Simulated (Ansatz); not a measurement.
# AlN: relaxation and properties

This session takes AlN and sets out to relax cell and atoms and fit an equation of state.

Computed with Ansatz 0.2.0 (DFT HSE06, scalar-relativistic, plane waves, PAW, unless a step's input says otherwise).

### 1 The system as given

The structure is cubic, space group Fm-3m (No. 225). Conventional cell: a = 4.069 Å, b = 4.069 Å, c = 4.069 Å, α = 90.00°, β = 90.00°, γ = 90.00°. Al (site symmetry m-3m) has 6 N at 2.03 Å as nearest neighbours. Around N (site symmetry m-3m) lie 6 Al at 2.03 Å.

Coordinates:

```cif
data_structure
_symmetry_space_group_name_H-M 'P 1'
_symmetry_Int_Tables_number 1
_cell_length_a 2.8772
_cell_length_b 2.8772
_cell_length_c 2.8772
_cell_angle_alpha 60.000
_cell_angle_beta 60.000
_cell_angle_gamma 60.000
_cell_volume 16.84
loop_
_atom_site_label
_atom_site_type_symbol
_atom_site_fract_x
_atom_site_fract_y
_atom_site_fract_z
_atom_site_occupancy
Al1 Al 0.50000 0.50000 0.50000 1
N1 N 0.00000 0.00000 0.00000 1
```

The structure comes from the Materials Project (structure only).

(A quick probe on a coarse mesh, which set the mesh and smearing, is not shown.)

### 3 Full relaxation

The input, input.yaml:

```yaml
crystal:
  lattice:
    - [0.0, 2.034518, 2.034518]
    - [2.034518, 0.0, 2.034518]
    - [2.034518, 2.034518, 0.0]
  atoms:
    - { symbol: Al, position: [0.5, 0.5, 0.5] }
    - { symbol: "N", position: [0.0, 0.0, 0.0] }
basis:
  ecutwfc: 420
kpoints:
  mp_grid: { grid: [6, 6, 6] }
hamiltonian:
  xc: hse06
scf:
  occupations: { method: gaussian, width: 0.02 }
output:
  forces: true
  stress: true
  eigenvalues: true
  write_density: true
  write_potential: true
  elf: true
  volumetric_format: npy
relax:
  adjacent_minimum: "off"
  f_tol: 0.005
  max_steps: 80
  cell: { stress_tol: 0.05 }
```

The run is started by

```sh
$ ansatz run input.yaml --threads 4 --pin off --max-ram 10240MiB --backend cpu --events-out ev --progress --plain --runs-dir out
```

Further runs follow: volume × 0.97; the cell scaled to 1.03 of its volume; volume × 0.94; volume × 1.06.

Q: Predict the outcome of this session. Wanted: relaxed cell; volume; equilibrium volume of the fit; bulk modulus.

The runs gave:

```
                     quantity                                                                      value
  relaxed cell (conventional)  a = 4.030 Å, b = 4.030 Å, c = 4.030 Å, α = 90.00°, β = 90.00°, γ = 90.00°
         space group (0.01 Å)                                                            Fm-3m (No. 225)
                       volume                                                               8.18 Å³/atom
equilibrium volume of the fit                                                               8.18 Å³/atom
                 bulk modulus                                                                    281 GPa
      its pressure derivative                                                                        3.9
```

What this shows: Relaxation lowered the volume by 2.8 %. The fit puts the minimum at 8.18 Å³/atom with B = 281 GPa and B' = 3.9. The gap on the mesh goes from 6.43 eV at the smallest volume to 5.53 eV at the largest.
